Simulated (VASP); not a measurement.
Lu, 1 atom in the cell. The typed cell holds 1 atom: a = 3.412 Å, b = 3.352 Å, c = 3.358 Å, α = 107.81°, β = 109.30°, γ = 110.48°. This isn't the form of Lu at room conditions, which is hcp. The cell isn't the ideal one: cell strained at random at fixed volume.

```yaml
Program: VASP 6.6.1
Task: density of states
Functional: PBE
Potentials_or_basis: VASP PAW PBE potentials, release 64 (Lu_3), 4f in core
Cutoff: 700 eV
k_mesh: 10 × 10 × 10
Occupations: fermi-dirac, width 0.01 eV
Spin: collinear spin, ferromagnetic start
Starting_moments: "[0.5] μB"
Fixed_moment: 0 μB
Further_INCAR_settings: ALGO = Fast; EDIFF = 1.00e-06
```

Potentials or basis: VASP PAW PBE potentials, release 64 (Lu_3), 4f in core.

The run is started by

```console
$ python run.py
```

Hardware: 1 thread of Intel(R) Xeon(R) Platinum 8375C CPU @ 2.90GHz (Ice Lake) (shared host).

Question: Estimate the wall time of this run.

Answer: Run time: 10 min on 1 thread of Intel(R) Xeon(R) Platinum 8375C CPU @ 2.90GHz (Ice Lake) (shared host), peak memory 0.44 GiB. Counts: scf iterations 14, k points 504.
